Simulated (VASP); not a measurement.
Input of a VASP 6.6.1 run:

INCAR

```
ALGO     = Normal         # electronic algorithm
EDIFF    = 1E-7           # SCF threshold, eV
ENCUT    = 900            # plane-wave cutoff, eV
GGA      = PE             # functional
ISIF     = 2              # what is computed and relaxed
ISMEAR   = -1             # smearing method
LASPH    = True           # aspherical terms in the spheres
LCHARG   = False          # write CHGCAR
LMAXMIX  = 4              # l up to which the mixer works
LREAL    = False          # projectors in reciprocal space
LWAVE    = False          # write WAVECAR
NELM     = 60             # most SCF steps
PREC     = Accurate       # precision mode
SIGMA    = 0.05           # smearing width, eV
```

The input KPOINTS:

```
k-points
0
Gamma
  6 6 9
```

POSCAR

```
TiO2
1.0
    4.5998373239      0.0000000000      0.0000000000
    0.0000000000      4.5998373239      0.0000000000
    0.0000000000      0.0000000000      2.9592135600
Ti O
2 4
Direct
    0.0000000000      0.0000000000      0.5000000000
    0.5000000000      0.5000000000      0.0000000000
    0.3043213200      0.3043213200      0.5000000000
    0.1956786800      0.8043213200      0.0000000000
    0.8043213200      0.1956786800      0.0000000000
    0.6956786800      0.6956786800      0.5000000000
```

File KPOINTS_OPT:

```
path GXMGZRAZ,XR,MA
10
line-mode
reciprocal
 0.0000000000  0.0000000000  0.0000000000  G
 0.0000000000  0.5000000000  0.0000000000  X

 0.0000000000  0.5000000000  0.0000000000  X
 0.5000000000  0.5000000000  0.0000000000  M

 0.5000000000  0.5000000000  0.0000000000  M
 0.0000000000  0.0000000000  0.0000000000  G

 0.0000000000  0.0000000000  0.0000000000  G
 0.0000000000  0.0000000000  0.5000000000  Z

 0.0000000000  0.0000000000  0.5000000000  Z
 0.0000000000  0.5000000000  0.5000000000  R

 0.0000000000  0.5000000000  0.5000000000  R
 0.5000000000  0.5000000000  0.5000000000  A

 0.5000000000  0.5000000000  0.5000000000  A
 0.0000000000  0.0000000000  0.5000000000  Z

 0.0000000000  0.5000000000  0.0000000000  X
 0.0000000000  0.5000000000  0.5000000000  R

 0.5000000000  0.5000000000  0.0000000000  M
 0.5000000000  0.5000000000  0.5000000000  A
```

Potentials or basis: VASP PAW PBE potentials, release 64 (Ti_sv, O_h).

Run with:

```console
$ cat potpaw_PBE.64/Ti_sv/POTCAR potpaw_PBE.64/O_h/POTCAR > POTCAR
$ mpirun -np 1 vasp_std > vasp.out
```

Task: Predict the largest force.

Result: 0.015 eV/Å.

Task: What does it give for the band gap on the k mesh?

Result: 1.84 eV, direct.

Task: Estimate the band gap along the path.

Result: 1.85 eV, direct.

Task: Predict the pressure.

Result: 4.4 GPa.

Forces in eV/Å, atoms in the order of the input:
```
Ti   0.000  0.000  0.000
Ti   0.000  0.000  0.000
O   -0.010 -0.010  0.000
O    0.010 -0.010  0.000
O   -0.010  0.010  0.000
O    0.010  0.010  0.000
```

Caveat: the cutoff is under 1.25 times the usual one of these potentials, so pressure, stress and relaxed cells hold a basis-set (Pulay) error.

**What was measured.**

“Shallow Valence Band of Rutile GeO2 and P-type Doping”, 2020, arxiv:2011.08928 quotes, for a bulk crystal of TiO2 at 1.6 K: band gap 3.03 eV (direct).

A measured gap of TiO2 is 3.03 eV (direct; 1.6 K; quoted in “Shallow Valence Band of Rutile GeO2 and P-type Doping”, 2020, arxiv:2011.08928); the calculated 1.85 eV misses it by -1.18 eV. 2 values of this kind are on record in papers (3.03 to 3.05 eV); this one was drawn at random among those near their median. The value is that of PBE, without temperature or zero-point motion. Semilocal functionals fall short of measured gaps as a rule. The cell is a database's relaxed one, not the measured one, which moves gaps too.
